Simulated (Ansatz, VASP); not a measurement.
**One calculation of C, two programs**

```
C
1.0
     2.10720    0.00000    0.00000
    -1.05360    1.82488    0.00000
     0.00000    0.00000    3.44105
C
2
Direct
  0.33333 0.66667 0.25000
  0.66667 0.33333 0.75000
```

The cell was built by a generator and needn't be a form met in nature.

Alike in both runs: task relaxation of cell and atoms; functional PBE; k mesh 17 × 17 × 9; occupations fermi-dirac, width 0.1 eV; no spin polarisation.

|  | VASP | Ansatz |
| --- | --- | --- |
| version | VASP 6.6.1 | Ansatz 0.2.0 |
| potentials or method | VASP PAW PBE potentials, release 64 (C) | plane waves (420 eV) with PAW, scalar-relativistic |
| plane-wave cutoff (eV) | 600 | 420 |
| valence electrons in the cell | 8 | 8 |

```tsv
	VASP	Ansatz	Ansatz less VASP
relaxed volume (Å³/atom)	6.83	10.50	+3.670
relaxed cell length with the largest relative difference (Å)	5.352	8.198	+2.8461
energy change over the relaxation (meV/atom)	-372	-567	-195.4
```

One of these differences is far larger than is usual between the two programs; its cause wasn't traced.
